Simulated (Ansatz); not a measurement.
Relaxed CsPbI₃ (cubic perovskite):

```yaml
crystal:
  lattice:
    - [6.39047, 0.00000, 0.00000]
    - [0.00000, 6.39047, 0.00000]
    - [0.00000, 0.00000, 6.39047]
  atoms:
    - { symbol: Cs, position: [0.00000, 0.00000, 0.00000] }
    - { symbol: Pb, position: [0.50000, 0.50000, 0.50000] }
    - { symbol: I, position: [0.00000, 0.50000, 0.50000] }
    - { symbol: I, position: [0.50000, 0.50000, 0.00000] }
    - { symbol: I, position: [0.50000, 0.00000, 0.50000] }
```

Level of theory: PBE (plane waves to 420 eV, PAW, scalar-relativistic; Ansatz, a first-principles code). k mesh 4×4×4 (Γ-centred), Fermi-Dirac smearing 0.05 eV. On this mesh the relaxed cell isn't quite at rest: it carries a pressure of 0.1 GPa (compression positive) at the zero of the scan. CsPbI3 was relaxed with its symmetry unable to fall. Spin-orbit coupling is left out, though I and Pb are heavy. This is a high-temperature form of CsPbI3.

One atom of the cell was then moved (with its periodic images), all else fixed, and the forces (eV/Å) came out as:

```
atom     Fx     Fy      Fz
----  -----  -----  ------
Cs1   0.000  0.000  -0.014
Pb2   0.000  0.000  -0.476
I3    0.000  0.000  -0.075
I4    0.000  0.000   0.640
I5    0.000  0.000  -0.075
```

Question: Which atom was moved, and by which vector (Å)?

Answer: I4, by (0.00, 0.00, -0.27), 0.27 Å in all.

(For displaced atoms, the force is minus the slope of the energy, and its curvature is a force constant, which sets phonon frequencies.)
